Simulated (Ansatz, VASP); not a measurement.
Two plane-wave programs on Tl

```
CELL_PARAMETERS angstrom
-1.82655 1.82655 2.19186
1.82655 -1.82655 2.19186
1.82655 1.82655 -2.19186
ATOMIC_POSITIONS crystal
Tl 0.00000 0.00000 0.00000
```

Alike in both runs: task single point; functional PBEsol; k mesh 20 × 20 × 20; occupations gaussian, width 0.15 eV; no spin polarisation.

|  | VASP | Ansatz |
| --- | --- | --- |
| version | VASP 6.6.1 | Ansatz 0.2.0 |
| potentials or method | VASP PAW PBE potentials, release 64 (Tl_d) | scalar-relativistic, plane waves, PAW |
| plane-wave cutoff (eV) | 520 | 420 |
| valence electrons in the cell | 13 | 13 |

VASP gave:

```
gap on the k mesh at the Fermi level (eV)       : none
pressure (GPa)                                  : -1.0
largest component of the traceless stress (GPa) : 0.29
```

Estimate Ansatz's values.

gap on the k mesh at the Fermi level (eV): none; pressure (GPa): -0.9; largest component of the traceless stress (GPa): 0.29.

A gap of «none» marks a metal or a gap that the smearing closes.

Caveats: the PAW data sets were made with another functional, which shifts forces and pressure a little (VASP). The runs have no spin-orbit coupling, so splittings on Tl are missing.
